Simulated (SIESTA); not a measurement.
Set up this calculation in SIESTA 5.4.2, as the native input.

* Task: single point
* Functional: PBE
* Potentials or basis: PseudoDojo 0.4 standard (PBE files)
* Basis: DZP (energy shift 0.003 Ry; two zetas on semicore shells)
* Grid cutoff: 800 Ry
* Energy shift: 0.003 Ry
* k mesh: 11 × 11 × 11
* Occupations: fermi-dirac, width 0.05 eV
* Spin: no spin polarisation

The system is Li.

```
Li
1.0
    -1.75465    1.75465    1.75465
     1.75465   -1.75465    1.75465
     1.75465    1.75465   -1.75465
Li
1
Direct
  0.00000 0.00000 0.00000
```

The input as run:

Li.fdf

```
SystemName                      Lithium
SystemLabel                     Li
NumberOfSpecies                 1
NumberOfAtoms                   1
%block ChemicalSpeciesLabel
  1   3 Li
%endblock ChemicalSpeciesLabel
%include structure.fdf

%block kgrid.MonkhorstPack
   11   0   0  0.0
    0  11   0  0.0
    0   0  11  0.0
%endblock kgrid.MonkhorstPack
XC.Functional                   GGA
XC.Authors                      PBE
PAO.BasisSize                   DZP
PAO.EnergyShift                 0.003 Ry
Mesh.Cutoff                     800 Ry
OccupationFunction              FD
ElectronicTemperature           0.05 eV
MaxSCFIterations                120
SCF.MustConverge                false
SCF.Mixer.Method                Pulay
SCF.Mixer.Weight                0.25
SCF.Mixer.History               8
SCF.DM.Tolerance                5.0e-05
SCF.H.Tolerance                 1.0e-03 eV
WriteForces                     true
Charge.Mulliken                 end
%block PAO.PolarizationScheme
  Li non-perturbative
%endblock PAO.PolarizationScheme
%block PAO.Basis
  Li 3
  n=1 0 2
    2.782 0.000
  n=2 0 2
    9.500 0.000
  n=2 1 1
    9.500
%endblock PAO.Basis
```

structure.fdf

```
LatticeConstant                 1.0 Ang
%block LatticeVectors
    -1.7546500000     1.7546500000     1.7546500000
     1.7546500000    -1.7546500000     1.7546500000
     1.7546500000     1.7546500000    -1.7546500000
%endblock LatticeVectors
AtomicCoordinatesFormat         Fractional
%block AtomicCoordinatesAndAtomicSpecies
     0.0000000000     0.0000000000     0.0000000000  1  Li
%endblock AtomicCoordinatesAndAtomicSpecies
```

Potentials or basis: PseudoDojo 0.4 standard (PBE files), DZP (energy shift 0.003 Ry; two zetas on semicore shells).

Run with:

```bash
$ siesta Li.fdf > Li.out 2>&1
```

Results of the run:

```
Pressure               : -0.7 GPa
Band gap on the k mesh : none (metal or under the smearing width)
```

Caveat: the basis of atomic orbitals isn't converged, which shifts pressures, moduli and gaps.

Wall time 13 s on 1 thread of Arm Neoverse V2, with other jobs on the host, peak memory 0.23 GiB.
